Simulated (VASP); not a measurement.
Wanted: the native input for a VASP 6.6.1 run.

```yaml
Task: single point
Functional: r2SCAN
Dispersion: D3(BJ)
Potentials_or_basis: VASP PAW PBE potentials, release 64 (Se, Sn_d)
Cutoff: 520 eV
k_mesh: 10 × 10 × 10
Occupations: gaussian, width 0.05 eV
Spin: no spin polarisation
Dipole_correction: no
Further_INCAR_settings: ALGO = Normal; EDIFF = 1e-07; NBANDS = 17
```

The system is SnSe.

```
Se Sn
1.0
     3.25732    0.00000    0.00000
     0.00000    3.25732    0.00000
     0.00000    0.00000    3.25732
Se Sn
1 1
Direct
  0.00000 0.00000 0.00000
  0.50000 0.50000 0.50000
```

The cell was built by a generator and needn't be a form met in nature.

One way to write it, as run:

POSCAR

```
SnSe
1.0
    3.2573225564      0.0000000000      0.0000000000
    0.0000000000      3.2573225564      0.0000000000
    0.0000000000      0.0000000000      3.2573225564
Se Sn
1 1
Direct
    0.0000000000      0.0000000000      0.0000000000
    0.5000000000      0.5000000000      0.5000000000
```

INCAR.step1

```
SYSTEM = SnSe
PREC = Accurate
ENCUT = 520
ISMEAR = 0
SIGMA = 0.05
LREAL = .False.
LASPH = .True.
NELM = 60
NBANDS = 17
GGA = PE
ALGO = Normal
EDIFF = 1E-4
LWAVE = .True.
LCHARG = .False.
```

INCAR.step2

```
SYSTEM = SnSe
PREC = Accurate
ENCUT = 520
EDIFF = 1E-7
ISMEAR = 0
SIGMA = 0.05
LREAL = .False.
LASPH = .True.
NELM = 60
ALGO = Normal
ISIF = 2
LWAVE = .False.
LCHARG = .False.
METAGGA = R2SCAN
LMIXTAU = .True.
IVDW = 12
VDW_S6 = 1.0
VDW_S8 = 0.78981345
VDW_A1 = 0.49484001
VDW_A2 = 5.73083694
NBANDS = 17
ISTART = 1
```

KPOINTS

```
Automatic mesh
0
Gamma
  10 10 10
  0 0 0
```

Potentials or basis: VASP PAW PBE potentials, release 64 (Se, Sn_d).

Command:

```console
$ cat potpaw_PBE.64/Se/POTCAR potpaw_PBE.64/Sn_d/POTCAR > POTCAR
$ cp INCAR.step1 INCAR
$ mpirun -np 1 vasp_std > vasp.out
$ cp INCAR.step2 INCAR
$ mpirun -np 1 vasp_std > vasp.out
```

Results of the run:

```
Pressure                   : 37.5 GPa
Band gap on the k mesh     : none (metal or under the smearing width)
Dispersion energy per atom : -0.265 eV
```

Caveat: a pressure of tens of GPa on the cell as given is suspect, and the run, the potentials or the cell itself is likely at fault; the PAW data sets were made with another functional, which shifts forces and pressure a little; pairwise dispersion overbinds metals, which lowers pressure and volume.

Run time: 53 s on 1 thread of Intel(R) Xeon(R) Platinum 8559C (Emerald Rapids), with other jobs on the host, peak memory 0.16 GiB.
